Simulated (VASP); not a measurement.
# BN (P6_3/mmc) in VASP: band structure with PBE+D3(BJ)

Aim: the band structure of BN with PBE+D3(BJ).

All numbers are computed with VASP 6.6.1; they aren't measurements. Logs are shortened: lines on timing, memory, paths and dates and some standing lists are left out, and cuts for length are marked.

### Step 1. Starting point

Symmetry: P6_3/mmc, No. 194, hexagonal system. Conventional cell: a = 2.507 Å, b = 2.507 Å, c = 6.596 Å, α = 90.00°, β = 90.00°, γ = 120.00°. B (site symmetry -6m2) is surrounded by 3 N at 1.45 Å. N (site symmetry -6m2) is surrounded by 3 B at 1.45 Å.

### Step 2. Band structure, PBE+D3(BJ)

The input, INCAR:

```
SYSTEM = BN
  ALGO = Normal
  EDIFF = 1E-7
  ENCUT = 520
  GGA = PE
  ISIF = 2
  ISMEAR = 0
  IVDW = 12
  LASPH = .TRUE.
  LCHARG = .FALSE.
  LREAL = .FALSE.
  LWAVE = .FALSE.
  NELM = 80
  PREC = Accurate
  SIGMA = 0.02
```

The input, KPOINTS:

```
k-points
0
G
  6 6 2
  0 0 0
```

The input, POSCAR:

```
BN                                      
1.0
    2.5067522025      0.0000000000      0.0000000000
   -1.2533761013      2.1709110836      0.0000000000
    0.0000000000      0.0000000000      6.5963922373
  B               N             
     2     2
Direct
     0.3333333300000021    0.6666666699999979    0.2500000000000000
     0.6666666699999979    0.3333333300000021    0.7500000000000000
     0.3333333300000021    0.6666666699999979    0.7500000000000000
     0.6666666699999979    0.3333333300000021    0.2500000000000000
```

The input, KPOINTS_OPT:

```
path GMKGALHA,LM,KH
15
line-mode
reciprocal
 0.0000000000  0.0000000000  0.0000000000  G
 0.5000000000  0.0000000000  0.0000000000  M

 0.5000000000  0.0000000000  0.0000000000  M
 0.3333333333  0.3333333333  0.0000000000  K

 0.3333333333  0.3333333333  0.0000000000  K
 0.0000000000  0.0000000000  0.0000000000  G

 0.0000000000  0.0000000000  0.0000000000  G
 0.0000000000  0.0000000000  0.5000000000  A

 0.0000000000  0.0000000000  0.5000000000  A
 0.5000000000  0.0000000000  0.5000000000  L

 0.5000000000  0.0000000000  0.5000000000  L
 0.3333333333  0.3333333333  0.5000000000  H

 0.3333333333  0.3333333333  0.5000000000  H
 0.0000000000  0.0000000000  0.5000000000  A

 0.5000000000  0.0000000000  0.5000000000  L
 0.5000000000  0.0000000000  0.0000000000  M

 0.3333333333  0.3333333333  0.0000000000  K
 0.3333333333  0.3333333333  0.5000000000  H
```

Potentials or basis: VASP PAW PBE potentials, release 64 (B, N).

Run with:

```
cat potpaw_PBE.64/B/POTCAR potpaw_PBE.64/N/POTCAR > POTCAR
mpirun -np 1 vasp_std > vasp.out
```

OUTCAR:

```text
SYSTEM = BN
   EDIFF = 1E-7
   ENCUT = 520
   GGA = PE
   ISIF = 2
   ISMEAR = 0
   IVDW = 12
   LASPH = .TRUE.
   LREAL = .FALSE.
   NELM = 80
   PREC = Accurate
 IVDW          = 12

 ion  position               nearest neighbor table
   1  0.333  0.667  0.250-   4 1.45   4 1.45   4 1.45
   2  0.667  0.333  0.750-   3 1.45   3 1.45   3 1.45
   3  0.333  0.667  0.750-   2 1.45   2 1.45   2 1.45
   4  0.667  0.333  0.250-   1 1.45   1 1.45   1 1.45

  LATTYP: Found a hexagonal cell.
 ALAT       =     2.5067522025
 C/A-ratio  =     2.6314496625

  Lattice vectors:

 A1 = (   2.5067522025,   0.0000000000,   0.0000000000)
 A2 = (  -1.2533761013,   2.1709110836,   0.0000000000)
 A3 = (   0.0000000000,   0.0000000000,   6.5963922373)

Analysis of symmetry for initial positions (statically):
=====================================================================
 Subroutine PRICEL returns:
 Original cell was already a primitive cell.

 Routine SETGRP: Setting up the symmetry group for a
 hexagonal supercell.

 Subroutine GETGRP returns: Found 24 space group operations
 (whereof 12 operations were pure point group operations)
 out of a pool of 24 trial point group operations.

The static configuration has the point symmetry D_3d.
 The point group associated with its full space group is D_6h.

Analysis of symmetry for dynamics (positions and initial velocities):
=====================================================================
 Subroutine PRICEL returns:
 Original cell was already a primitive cell.

 Routine SETGRP: Setting up the symmetry group for a
 hexagonal supercell.

 Subroutine GETGRP returns: Found 24 space group operations
 (whereof 12 operations were pure point group operations)
 out of a pool of 24 trial point group operations.

The dynamic configuration has the point symmetry D_3d.
 The point group associated with its full space group is D_6h.

 Subroutine INISYM returns: Found 24 space group operations
 (whereof 12 operations are pure point group operations),
 and found     1 'primitive' translations

----------------------------------------------------------------------------------------

                                     Primitive cell

  volume of cell :      35.8971

  direct lattice vectors                    reciprocal lattice vectors
     2.506752202  0.000000000  0.000000000     0.398922558  0.230318047  0.000000000
[... 92 lines left out ...]
   EMIN   =  10.00;   EMAX   =-10.00  energy-range for DOS
   EFERMI =   0.00;   METHOD = LEGACY
   ISMEAR =     0;   SIGMA  =   0.02  broadening in eV -4-tet -1-fermi 0-gaus
   EFERMI_NEDOS =   21; number of points for ismear=-14 and -15
   IALGO  =     38    algorithm
   IMIX   =      4    mixing-type and parameters
     AMIX     =   0.40;   BMIX     =  1.00
     AMIX_MAG =   1.60;   BMIX_MAG =  1.00
  volume/ion in A,a.u.               =       8.97        60.56
  Fermi-wavevector in a.u.,A,eV,Ry     =   1.250532  2.363163 21.277207  1.563831
  Thomas-Fermi vector in A             =   2.384522
   LORBIT       =      0    0 simple, 1 ext, 2 COOP (PROOUT), +10 PAW based schemes
   GGA     = PE    functional components
   LHFCALC =     F    Hartree Fock is set to
   AEXX    =    0.0000 exact exchange contribution
   IVDW    =    12    specifies the selected vdW correction
   LEPSILON=     F    determine dielectric tensor
   LRPA    =     F    only Hartree local field effects (RPA)
 non-spin polarized calculation
 Gauss-broadening in eV      SIGMA  =   0.02
  energy-cutoff  :      520.00
  volume of cell :       35.90
 maximum number of plane-waves:       985
 NGX is ok and might be reduce to    20
   NGX =  9   NGY =  9   NGZ = 25

 number of electron      15.9999997 magnetization

 Free energy of the ion-electron system (eV)
  ---------------------------------------------------
  ext. energy  EPLUGINS =         0.00000000
  ---------------------------------------------------
  free energy    TOTEN  =       -35.14820970 eV

  energy without entropy =      -35.14820970  energy(sigma->0) =      -35.14820970

 E-fermi :   2.4387     XC(G=0): -10.1066

 val. band max:        2.3125188106   @ k =   0.3333   0.3333   0.5000
 cond. band min:       6.5745533050   @ k =   0.5000   0.0000   0.0000
 fundamental gap:      4.2620344943
 Fermi energy:         2.4386676886

 k-point     1 :       0.0000    0.0000    0.0000
  band No.  band energies     occupation
      1     -15.4728      2.00000
      2     -15.1628      2.00000
      3      -3.9136      2.00000
      4      -1.7164      2.00000
      5       0.9791      2.00000
      6       0.9791      2.00000
      7       1.0191      2.00000
      8       1.0191      2.00000
      9       7.6164      0.00000
     10      12.6964      0.00000
     11      13.8317      0.00000
     12      13.8319      0.00000
[... 181 lines left out ...]
 k-point    14 :       0.3333    0.3333    0.5000
  band No.  band energies     occupation
      1     -11.6590      2.00000
      2     -11.6590      2.00000
      3      -5.5587      2.00000
      4      -5.5587      2.00000
      5      -4.8331      2.00000
      6      -4.8331      2.00000
      7       2.3125      2.00000
      8       2.3125      2.00000
      9       6.9455      0.00000
     10       6.9455      0.00000
     11      14.3145      0.00000
     12      14.3145      0.00000

------------------------ aborting loop because EDIFF is reached ----------------------------------------

 Edisp (eV)   -0.56792

 E8    (eV) :    -0.1664

  FORCE on cell =-STRESS in cart. coord.  units (eV):
  Direction    XX          YY          ZZ          XY          YZ          ZX
  --------------------------------------------------------------------------------------
  -------------------------------------------------------------------------------------
  Total       0.00021     0.00021    -0.00204    -0.00000     0.00000     0.00000
  in kB       0.00917     0.00917    -0.09118    -0.00000     0.00000     0.00000
  external pressure =       -0.02 kB  Pullay stress =        0.00 kB

 VOLUME and BASIS-vectors are now :
 -----------------------------------------------------------------------------
  energy-cutoff  :      520.00
  volume of cell :       35.90
      direct lattice vectors                 reciprocal lattice vectors
     2.506752202  0.000000000  0.000000000     0.398922558  0.230318047  0.000000000
    -1.253376101  2.170911084  0.000000000     0.000000000  0.460636093  0.000000000
     0.000000000  0.000000000  6.596392237     0.000000000  0.000000000  0.151598020

 POSITION                                       TOTAL-FORCE (eV/Angst)
 -----------------------------------------------------------------------------------
     -0.00000      1.44727      1.64910        -0.000000     -0.000000      0.000000
      1.25338      0.72364      4.94729        -0.000000      0.000000      0.000000
     -0.00000      1.44727      4.94729        -0.000000     -0.000000      0.000000
      1.25338      0.72364      1.64910         0.000000      0.000000      0.000000
 -----------------------------------------------------------------------------------
    total drift:                               -0.000002      0.000001      0.000000

  FREE ENERGIE OF THE ION-ELECTRON SYSTEM (eV)
  ---------------------------------------------------
  free  energy   TOTEN  =       -35.7161280866 eV

  energy  without entropy=      -35.7161280866  energy(sigma->0) =      -35.71612809
```

OSZICAR:

```text
N       E                     dE             d eps       ncg     rms          rms(c)
DAV:   1     0.586045338182E+02    0.58605E+02   -0.84520E+03   344   0.123E+03
DAV:   2    -0.348612971651E+02   -0.93466E+02   -0.87208E+02   488   0.270E+02
DAV:   3    -0.386423114629E+02   -0.37810E+01   -0.37624E+01   436   0.547E+01
DAV:   4    -0.386763255307E+02   -0.34014E-01   -0.34002E-01   392   0.565E+00
DAV:   5    -0.386768306826E+02   -0.50515E-03   -0.50507E-03   428   0.670E-01    0.112E+01
DAV:   6    -0.355061429498E+02    0.31707E+01   -0.80211E+00   384   0.233E+01    0.507E+00
DAV:   7    -0.352263332563E+02    0.27981E+00   -0.48208E-01   404   0.613E+00    0.313E+00
DAV:   8    -0.351502107373E+02    0.76123E-01   -0.28141E-01   412   0.411E+00    0.394E-01
DAV:   9    -0.351472074692E+02    0.30033E-02   -0.11219E-02   380   0.965E-01    0.183E-01
DAV:  10    -0.351481178656E+02   -0.91040E-03   -0.12561E-03   404   0.311E-01    0.384E-02
[... 82 further cycles ...]
DAV:   7    -0.108951666421E+04   -0.14894E-05      408
DAV:   8    -0.108951666425E+04   -0.34891E-07      304
       N       E                     dE             ncg
DAV:   1     0.441508556049E+04   -0.75711E+04      216
DAV:   2     0.360680419926E+04   -0.80828E+03      284
DAV:   3     0.357379193130E+04   -0.33012E+02      248
DAV:   4     0.357349997508E+04   -0.29196E+00      268
DAV:   5     0.357349598555E+04   -0.39895E-02      264
DAV:   6     0.357349589944E+04   -0.86108E-04      264
DAV:   7     0.357349589694E+04   -0.24996E-05      260
DAV:   8     0.357349589686E+04   -0.82565E-07      252
```

It took 97 s on 1 thread of AMD EPYC 7R43 (Zen 3), shared host; peak memory 0.12 GiB.

What came out:

* Free energy: -35.7161 eV
* Pressure: 0.0 GPa
* Band gap on the k mesh: 4.26 eV, indirect (least direct gap 4.63 eV)
* Band gap along the path: 4.22 eV, indirect (least direct gap 4.63 eV)
* Dispersion energy per atom: -0.142 eV

Levels at the corners of the path, in eV from the valence-band top:
| point | band 4 | band 5 | band 6 | band 7 | band 8 | band 9 | band 10 | band 11 | band 12 |
| --- | --- | --- | --- | --- | --- | --- | --- | --- | --- |
| Γ | -4.07 | -1.38 | -1.38 | -1.34 | -1.34 | 5.26 | 10.34 | 11.48 | 11.50 |
| M | -8.86 | -4.18 | -4.11 | -1.50 | -0.45 | 4.22 | 5.62 | 9.47 | 9.87 |
| M | -8.86 | -4.18 | -4.11 | -1.50 | -0.45 | 4.22 | 5.62 | 9.47 | 9.87 |
| K | -7.83 | -7.18 | -7.18 | -0.13 | -0.13 | 4.82 | 4.82 | 10.71 | 13.16 |
| K | -7.83 | -7.18 | -7.18 | -0.13 | -0.13 | 4.82 | 4.82 | 10.71 | 13.16 |
| Γ | -4.07 | -1.38 | -1.38 | -1.34 | -1.34 | 5.26 | 10.34 | 11.48 | 11.48 |
| Γ | -4.07 | -1.38 | -1.38 | -1.34 | -1.34 | 5.26 | 10.34 | 11.48 | 11.51 |
| A | -5.30 | -1.36 | -1.36 | -1.36 | -1.36 | 7.66 | 7.66 | 11.54 | 11.54 |
| A | -5.30 | -1.36 | -1.36 | -1.36 | -1.36 | 7.66 | 7.66 | 11.54 | 11.54 |
| L | -8.91 | -4.15 | -4.15 | -0.96 | -0.96 | 4.69 | 4.69 | 9.85 | 9.85 |
| L | -8.91 | -4.15 | -4.15 | -0.96 | -0.96 | 4.69 | 4.69 | 9.85 | 9.85 |
| H | -7.92 | -7.19 | -7.19 | -0.04 | -0.04 | 4.59 | 4.59 | 11.96 | 11.96 |
| H | -7.92 | -7.19 | -7.19 | -0.04 | -0.04 | 4.59 | 4.59 | 11.96 | 11.96 |
| A | -5.30 | -1.36 | -1.36 | -1.36 | -1.36 | 7.66 | 7.66 | 11.54 | 11.54 |
| L | -8.91 | -4.15 | -4.15 | -0.96 | -0.96 | 4.69 | 4.69 | 9.85 | 9.85 |
| M | -8.86 | -4.18 | -4.11 | -1.50 | -0.45 | 4.22 | 5.62 | 9.47 | 9.87 |
| K | -7.83 | -7.18 | -7.18 | -0.13 | -0.13 | 4.82 | 4.82 | 10.71 | 13.16 |
| H | -7.92 | -7.19 | -7.19 | -0.04 | -0.04 | 4.59 | 4.59 | 11.96 | 11.96 |

Caveat: the k mesh is coarse (spacing up to 0.48 Å⁻¹), so the values aren't converged.
